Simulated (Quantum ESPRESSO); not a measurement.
# Bi (Im-3m) in Quantum ESPRESSO: settings compared, part 3 of 4

Quantum ESPRESSO 7.5. Earlier steps stand in the parts before.

## 4. Phonons, LDA

File pw.in:

```
&CONTROL
  calculation = 'scf'
  prefix = 'pwscf'
  outdir = './tmp'
  pseudo_dir = './pseudo'
  tprnfor = .true.
  tstress = .true.
  disk_io = 'low'
/
&SYSTEM
  ibrav = 0
  nat = 1
  ntyp = 1
  ecutwfc = 36
  ecutrho = 216
  nbnd = 13
  occupations = 'smearing'
  smearing = 'mv'
  degauss = 0.01999163
/
&ELECTRONS
  conv_thr = 2d-10
  electron_maxstep = 120
  mixing_beta = 0.5
/
ATOMIC_SPECIES
Bi   208.9804 Bi.LDA_PW-JTH.UPF
CELL_PARAMETERS angstrom
  -1.9814305318    1.9814305318    1.9814305318
   1.9814305318   -1.9814305318    1.9814305318
   1.9814305318    1.9814305318   -1.9814305318
ATOMIC_POSITIONS crystal
Bi     0.0000000000    0.0000000000    0.0000000000
K_POINTS automatic
9 9 9 0 0 0
```

File relax.in:

```
&CONTROL
  calculation = 'vc-relax'
  prefix = 'pwscf'
  outdir = './tmp'
  pseudo_dir = './pseudo'
  tprnfor = .true.
  tstress = .true.
  disk_io = 'low'
  nstep = 40
  forc_conv_thr = 0.0001
  etot_conv_thr = 1d-06
/
&SYSTEM
  ibrav = 0
  nat = 1
  ntyp = 1
  ecutwfc = 36
  ecutrho = 216
  nbnd = 13
  occupations = 'smearing'
  smearing = 'mv'
  degauss = 0.01999163
/
&ELECTRONS
  conv_thr = 2d-10
  electron_maxstep = 120
  mixing_beta = 0.5
/
&IONS
  ion_dynamics = 'bfgs'
/
&CELL
  cell_dynamics = 'bfgs'
  press = 0
  press_conv_thr = 0.2
/
ATOMIC_SPECIES
Bi   208.9804 Bi.LDA_PW-JTH.UPF
CELL_PARAMETERS angstrom
  -1.9814305318    1.9814305318    1.9814305318
   1.9814305318   -1.9814305318    1.9814305318
   1.9814305318    1.9814305318   -1.9814305318
ATOMIC_POSITIONS crystal
Bi     0.0000000000    0.0000000000    0.0000000000
K_POINTS automatic
9 9 9 0 0 0
```

File scf2.in:

```
&CONTROL
  calculation = 'scf'
  prefix = 'pwscf'
  outdir = './tmp'
  pseudo_dir = './pseudo'
  tprnfor = .true.
  tstress = .true.
  disk_io = 'low'
/
&SYSTEM
  ibrav = 0
  nat = 1
  ntyp = 1
  ecutwfc = 36
  ecutrho = 216
  nbnd = 13
  occupations = 'smearing'
  smearing = 'mv'
  degauss = 0.01999163
/
&ELECTRONS
  conv_thr = 1d-13
  electron_maxstep = 120
  mixing_beta = 0.5
  startingpot = 'file'
  startingwfc = 'file'
/
ATOMIC_SPECIES
Bi   208.9804 Bi.LDA_PW-JTH.UPF
CELL_PARAMETERS angstrom
  -1.9299813175    1.9299813175    1.9299813175
   1.9299813175   -1.9299813175    1.9299813175
   1.9299813175    1.9299813175   -1.9299813175
ATOMIC_POSITIONS crystal
Bi     0.0000000000    0.0000000000    0.0000000000
K_POINTS automatic
9 9 9 0 0 0
```

File ph.in:

```
phonons of Bi
&INPUTPH
  prefix = 'pwscf'
  outdir = './tmp'
  tr2_ph = 1d-16
  fildyn = 'dyn'
  niter_ph = 60
  alpha_mix(1) = 0.4
/
0.4330127019 0.4330127019 0.4330127019
```

Potentials or basis: JTH 2.0 LDA.

Started as:

```sh
> OMP_NUM_THREADS=1 pw.x -in pw.in > pw.out
> OMP_NUM_THREADS=1 pw.x -in relax.in > relax.out
> OMP_NUM_THREADS=1 pw.x -in scf2.in > scf2.out
> OMP_NUM_THREADS=1 ph.x -in ph.in > ph.out
```

pw.out:

```text
This program is part of the open-source Quantum ESPRESSO suite
     for quantum simulation of materials; please cite
         "P. Giannozzi et al., J. Phys.:Condens. Matter 21 395502 (2009);
         "P. Giannozzi et al., J. Phys.:Condens. Matter 29 465901 (2017);
         "P. Giannozzi et al., J. Chem. Phys. 152 154105 (2020);
     in publications or presentations arising from this work. More details at

     file Bi.LDA_PW-JTH.UPF: wavefunction(s)  6S 0S 6P 0P 5D 0D renormalized
     Message from routine setup:
     using ibrav=0 with symmetry is DISCOURAGED, use correct ibrav instead

     G-vector sticks info
     --------------------
     sticks:   dense  smooth     PW     G-vecs:    dense   smooth      PW
     Sum         689     459    151                11297     6099    1157

     Using Slab Decomposition

     bravais-lattice index     =            0
     lattice parameter (alat)  =       6.4854  a.u.
     unit-cell volume          =     209.9874 (a.u.)^3
     number of atoms/cell      =            1
     number of atomic types    =            1
     number of electrons       =        15.00
     number of Kohn-Sham states=           13
     kinetic-energy cutoff     =      36.0000  Ry
     charge density cutoff     =     216.0000  Ry
     scf convergence threshold =      2.0E-10
     mixing beta               =       0.5000
     number of iterations used =            8  plain     mixing
     Exchange-correlation= SLA PW NOGX NOGC
                           (   1   4   0   0   0   0   0)

     celldm(1)=   6.485424  celldm(2)=   0.000000  celldm(3)=   0.000000
     celldm(4)=   0.000000  celldm(5)=   0.000000  celldm(6)=   0.000000

     crystal axes: (cart. coord. in units of alat)
               a(1) = (  -0.577350   0.577350   0.577350 )
               a(2) = (   0.577350  -0.577350   0.577350 )
               a(3) = (   0.577350   0.577350  -0.577350 )

     reciprocal axes: (cart. coord. in units 2 pi/alat)
               b(1) = ( -0.000000  0.866025  0.866025 )
               b(2) = (  0.866025 -0.000000  0.866025 )
               b(3) = (  0.866025  0.866025  0.000000 )

     PseudoPot. # 1 for Bi read from file:
     Bi.LDA_PW-JTH.UPF
     Pseudo is Projector augmented-wave + core cor, Zval = 15.0
     Generated using ATOMPAW code
     Shape of augmentation charge: BESSEL
     Using radial grid of 1131 points,  6 beta functions with:
                l(1) =   0
                l(2) =   0
                l(3) =   1
                l(4) =   1
                l(5) =   2
                l(6) =   2
     Q(r) pseudized with 0 coefficients

     atomic species   valence    mass     pseudopotential
     Bi               15.00   208.98040     Bi( 1.00)

     48 Sym. Ops., with inversion, found

   Cartesian axes

     site n.     atom                  positions (alat units)
         1        Bi     tau(   1) = (   0.0000000   0.0000000   0.0000000  )

     number of k points=    35  Marzari-Vanderbilt smearing, width (Ry)=  0.0200
                       cart. coord. in units 2pi/alat
        k(    1) = (   0.0000000   0.0000000   0.0000000), wk =   0.0027435
        k(    2) = (   0.0962250   0.0962250   0.0000000), wk =   0.0329218
        k(    3) = (   0.1924501   0.1924501   0.0000000), wk =   0.0329218
        k(    4) = (   0.2886751   0.2886751   0.0000000), wk =   0.0329218
        k(    5) = (   0.3849002   0.3849002   0.0000000), wk =   0.0329218
        k(    6) = (   0.1924501   0.0962250   0.0962250), wk =   0.0658436
[... 27 lines left out ...]
        k(   34) = (  -0.7698004  -0.0962250  -0.0962250), wk =   0.0219479
        k(   35) = (   0.0000000   0.0000000   0.7698004), wk =   0.0164609

     Dense  grid:    11297 G-vectors     FFT dimensions: (  32,  32,  32)

     Smooth grid:     6099 G-vectors     FFT dimensions: (  25,  25,  25)

     Initial potential from superposition of free atoms

     starting charge      14.9993, renormalised to      15.0000
     Starting wfcs are   18 randomized atomic wfcs

     Self-consistent Calculation

     iteration #  1     ecut=    36.00 Ry     beta= 0.50
     Davidson diagonalization with overlap
     ethr =  1.00E-02,  avg # of iterations =  6.7

     Threshold (ethr) on eigenvalues was too large:
     Diagonalizing with lowered threshold

     Davidson diagonalization with overlap
     c_bands:  1 eigenvalues not converged
     c_bands:  1 eigenvalues not converged
     c_bands:  2 eigenvalues not converged
     ethr =  1.42E-05,  avg # of iterations = 12.3

     total energy              =    -883.56913490 Ry
     estimated scf accuracy    <       0.00257624 Ry

     iteration #  2     ecut=    36.00 Ry     beta= 0.50
     Davidson diagonalization with overlap
     ethr =  1.72E-05,  avg # of iterations =  2.4

     total energy              =    -883.56970290 Ry
     estimated scf accuracy    <       0.00018977 Ry
[... 26 lines left out ...]
     total energy              =    -883.56973885 Ry
     estimated scf accuracy    <       0.00000008 Ry

     iteration #  7     ecut=    36.00 Ry     beta= 0.50
     Davidson diagonalization with overlap
     ethr =  9.33E-11,  avg # of iterations =  2.7

     End of self-consistent calculation

          k = 0.0000 0.0000 0.0000 (   767 PWs)   bands (ev):

   -11.7390 -11.7390 -11.7390 -11.6070 -11.6070  -2.4040  16.1937  16.1937
    16.1937  20.2916  21.7974  21.7974  22.9197

          k = 0.0962 0.0962 0.0000 (   756 PWs)   bands (ev):

   -11.7441 -11.7303 -11.7135 -11.6122 -11.6069  -2.1809  14.2176  15.5690
    15.9994  20.0693  20.8488  21.5238  21.8725
[... 58 lines left out ...]
   -11.7491 -11.7152 -11.6210 -11.6154 -11.5796  -0.1944   8.3139  11.6758
    12.7762  20.8414  21.6758  23.4291  24.0548

          k = 0.3849 0.3849 0.1925 (   775 PWs)   bands (ev):

   -11.7553 -11.6985 -11.6167 -11.6158 -11.5642   0.6531   6.9009  10.7504
    12.3745  20.4930  21.7587  24.1813  25.1907

          k =-0.0000-0.0000 0.1925 (   751 PWs)   bands (ev):

   -11.7205 -11.7205 -11.7147 -11.6231 -11.6070  -1.9595  13.6335  14.9197
    14.9197  19.4824  21.2580  21.2580  22.3374

          k = 0.3849 0.2887 0.2887 (   769 PWs)   bands (ev):

   -11.7373 -11.6950 -11.6186 -11.6177 -11.5822   0.6051   7.5933   9.9774
    11.6867  22.0954  23.1933  24.9445  25.0830

          k = 0.4811 0.3849 0.2887 (   767 PWs)   bands (ev):

   -11.7349 -11.6703 -11.6223 -11.6133 -11.5976   0.9921   7.4275   9.0862
    11.4146  22.2550  24.0776  25.0178  25.0946

          k = 0.0000-0.0962 0.2887 (   758 PWs)   bands (ev):

   -11.7296 -11.7022 -11.6548 -11.6373 -11.6125  -1.3134  11.1543  13.7238
    14.2859  18.6832  20.6226  20.8140  24.6218

          k =-0.0000-0.1925 0.3849 (   771 PWs)   bands (ev):

   -11.7431 -11.6978 -11.6368 -11.6205 -11.5832  -0.3358   8.5005  12.7109
    13.8289  18.6208  20.1845  20.3508  24.9906

          k = 0.0962-0.0962 0.3849 (   766 PWs)   bands (ev):

   -11.7216 -11.6866 -11.6460 -11.6269 -11.6054  -0.5071   9.5111  11.9067
    13.9511  18.2155  19.7978  22.8403  24.0327

          k = 0.0000-0.2887 0.4811 (   774 PWs)   bands (ev):

   -11.7517 -11.7050 -11.6317 -11.6202 -11.5354   0.6085   6.6552  12.1542
    13.5388  18.5496  19.8480  21.1397  23.1388

          k = 0.0962-0.1925 0.4811 (   769 PWs)   bands (ev):

   -11.7259 -11.6893 -11.6425 -11.6249 -11.5589   0.4781   7.7038  10.6932
    13.8294  18.5117  19.4798  22.5834  22.9033

          k =-0.7698-0.2887-0.2887 (   765 PWs)   bands (ev):

   -11.7285 -11.6923 -11.6491 -11.6131 -11.5393   1.0198   6.8185  10.3227
    13.7595  18.6287  20.0970  21.1680  22.6363

          k =-0.6736-0.1925-0.2887 (   767 PWs)   bands (ev):

   -11.7194 -11.6808 -11.6619 -11.5946 -11.5585   1.1621   7.5519   8.8106
    14.1258  19.0360  19.0935  20.5892  26.1874

          k = 0.3849 0.3849 0.3849 (   772 PWs)   bands (ev):

   -11.6911 -11.6911 -11.6258 -11.6157 -11.6157   1.0422   7.9536   9.5251
     9.5251  25.3439  25.3441  25.6114  27.0904

          k = 0.0000 0.0000 0.3849 (   759 PWs)   bands (ev):

   -11.6718 -11.6718 -11.6644 -11.6575 -11.6264  -0.6887  10.7692  12.5415
    12.5415  17.1775  22.5762  22.5762  23.8644

          k =-0.0000-0.0962 0.4811 (   765 PWs)   bands (ev):

   -11.6893 -11.6761 -11.6525 -11.6339 -11.5901   0.2438   8.9573  11.5489
    12.0552  16.8984  22.0077  22.3952  22.5090

          k = 0.0000-0.1925 0.5774 (   767 PWs)   bands (ev):

   -11.7024 -11.6830 -11.6687 -11.6131 -11.5412   1.1197   7.3485  11.0056
    11.9470  17.6678  20.0388  21.9098  22.0445

          k = 0.0962-0.0962 0.5774 (   767 PWs)   bands (ev):

   -11.7039 -11.6791 -11.6597 -11.6013 -11.5589   1.1281   8.1854   9.9260
    12.1716  16.7055  19.7547  21.7576  25.3820

          k =-0.7698-0.1925-0.1925 (   770 PWs)   bands (ev):

   -11.7068 -11.6926 -11.6608 -11.5820 -11.5454   1.5880   7.7395   9.2747
    12.3304  17.2943  18.2625  21.5444  25.2918

          k =-0.0000-0.0000 0.5774 (   771 PWs)   bands (ev):

   -11.7123 -11.6833 -11.6048 -11.6048 -11.5934   1.0900   9.1989  10.5673
    10.5673  15.6583  19.5312  25.0925  25.1184

          k = 0.0000-0.0962 0.6736 (   764 PWs)   bands (ev):

   -11.7252 -11.7106 -11.6043 -11.5792 -11.5475   1.8497   8.3507  10.0291
    10.4678  15.7405  17.4038  24.6858  24.9998

          k =-0.7698-0.0962-0.0962 (   772 PWs)   bands (ev):

   -11.7295 -11.7295 -11.5933 -11.5510 -11.5510   2.1964   8.8617   8.8617
    10.6530  15.9423  15.9423  24.5910  27.2415

          k = 0.0000 0.0000 0.7698 (   760 PWs)   bands (ev):

   -11.7431 -11.7387 -11.5526 -11.5526 -11.5509   2.4761   9.1875   9.4924
     9.4924  14.9127  15.5142  26.5200  28.1589

     the Fermi energy is    11.1515 ev

!    total energy              =    -883.56973886 Ry
     total all-electron energy =      -883.569739 Ry
     estimated scf accuracy    <          8.8E-11 Ry
     smearing contrib. (-TS)   =       0.00052479 Ry
     internal energy E=F+TS    =    -883.57026365 Ry

     The total energy is F=E-TS. E is the sum of the following terms:
     one-electron contribution =     -39.30352221 Ry
     hartree contribution      =      35.12508723 Ry
     xc contribution           =     -17.76623450 Ry
     ewald contribution        =    -109.34142270 Ry
     one-center paw contrib.   =    -752.28417146 Ry

     convergence has been achieved in   7 iterations

     Forces acting on atoms (cartesian axes, Ry/au):

     atom    1 type  1   force =     0.00000000    0.00000000    0.00000000

     Total force =     0.000000     Total SCF correction =     0.000000

     Computing stress (Cartesian axis) and pressure

          total   stress  (Ry/bohr**3)                   (kbar)     P=      -52.76
  -0.00035866   0.00000000   0.00000000          -52.76        0.00        0.00
   0.00000000  -0.00035866   0.00000000            0.00      -52.76        0.00
   0.00000000   0.00000000  -0.00035866            0.00        0.00      -52.76

=------------------------------------------------------------------------------=
   JOB DONE.
=------------------------------------------------------------------------------=
```

Wall time 1.7 min (1 thread of Arm Neoverse V2, shared host); peak memory 0.09 GiB.

What came out:

```
Free energy                                 : -12021.5987 eV
Band gap on the k mesh                      : none (metal or under the smearing width)
Highest phonon frequency at the q point run : 85 cm⁻¹
```

Phonon frequencies in cm⁻¹ (negative: imaginary):
| q point | frequencies |
| --- | --- |
| (0.250, 0.250, 0.250) | 85 85 85 |

Phonon modes at q = (0.250, 0.250, 0.250) in reciprocal lattice units:
| mode | symmetry | cm⁻¹ |
| --- | --- | --- |
| 1 | T_2 | 85 |
| 2 | T_2 | 85 |
| 3 | T_2 | 85 |

Caveat: the cutoff is too short for stress, so the log's stress isn't used; the cutoff is low for these files, which shifts pressure and relaxed volume; the q point doesn't lie on the k mesh, which can shift a metal's frequencies strongly unless the mesh is converged; spin-orbit coupling is left out, which moves the levels of the heavy elements.

(Continued in part 4 of 4.)
